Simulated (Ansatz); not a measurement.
Planning a run of Ansatz 0.2.0 on BeTe (F-43m). The input:

```yaml
crystal:
  lattice:
    - [0.0, 2.8314587876, 2.8314587876]
    - [2.8314587876, 0.0, 2.8314587876]
    - [2.8314587876, 2.8314587876, 0.0]
  atoms:
    - { symbol: Be, position: [0.0, 0.0, 0.0] }
    - { symbol: Te, position: [0.75, 0.75, 0.75] }
kpoints:
  mp_grid: { grid: [6, 6, 6] }
hamiltonian:
  xc: pbe
  pseudopotentials: { kind: paw, azcp: { folder: soft_1 } }
scf:
  occupations: { method: fixed }
dielectric: {}
```

```sh
ansatz run input.yaml --threads 3 --pin off --max-ram 92160MiB --backend cuda --events-out ev --progress --plain --runs-dir out --devices 1 --max-vram 13GiB
```

**Question.** How long will it take on 1 × NVIDIA H100 80GB HBM3 (shared by 6 runs) with 3 threads of AMD EPYC 7R13 (Zen 3), shared host, and how much memory?

It took 22 s; on shared hardware allow 11 s to 43 s. Peak host memory was 1.1 GiB.

[Paths, hosts, dates, memory and timing lines, banners, echoed tables and standing remarks are left out of the program output.]

[Logs are printed without paths, hosts, clocks, repeated set-up lines and the standing remarks that a program may print on its own settings, such as how far it seeks lower states.]

[Runs of the session that timed out or met a known fault of the program may be left out.]

[Cells called generated may have been cut or substituted from an entry of the Crystallography Open Database or the Materials Project.]

[Hosts, paths, dates, database ids (printed as entryN), source tags and the programs' standing remarks are cut or masked in the printed files.]
